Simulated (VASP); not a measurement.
A run of VASP 6.6.1 is set up as follows.

The input INCAR:

```
SYSTEM = ZnS
PREC = Accurate
ENCUT = 600
EDIFF = 1E-7
ISMEAR = 0
SIGMA = 0.02
LREAL = .False.
LASPH = .True.
NELM = 60
ALGO = Normal
ISIF = 3
LWAVE = .False.
LCHARG = .False.
GGA = PS
IBRION = 2
NSW = 90
EDIFFG = -0.005
```

Contents of KPOINTS:

```
regular mesh
0
Gamma
  10 10 10
  0 0 0
```

File POSCAR:

```
ZnS
1.0
    0.0000000000      2.6936828800      2.6936828800
    2.6936828800      0.0000000000      2.6936828800
    2.6936828800      2.6936828800      0.0000000000
Zn S
1 1
Direct
    0.0000000000      0.0000000000      0.0000000000
    0.7500000000      0.7500000000      0.7500000000
```

Potentials or basis: VASP PAW PBE potentials, release 64 (Zn, S).

Run with:

```bash
$ cat potpaw_PBE.64/Zn/POTCAR potpaw_PBE.64/S/POTCAR > POTCAR
$ mpirun -np 1 vasp_std > vasp.out
```

Problem. Estimate the band gap on the k mesh.

Solution. 2.08 eV, direct.

Problem. Estimate the relaxed volume.

Solution. 19.26 Å³/atom.

Problem. Predict the relaxed cell.

Solution. a = 3.791 Å, b = 3.791 Å, c = 3.791 Å, α = 60.00°, β = 60.00°, γ = 60.00°.

Final structure:
```
Zn S
1.0
     0.00000    2.68040    2.68040
     2.68040    0.00000    2.68040
     2.68040    2.68040    0.00000
Zn S
1 1
Direct
  0.00000 0.00000 0.00000
  0.75000 0.75000 0.75000
```

Caveat: the PAW data sets were made with another functional, which shifts forces and pressure a little. Expect the measured gap to be larger: semilocal functionals such as PBEsol lack the derivative discontinuity.
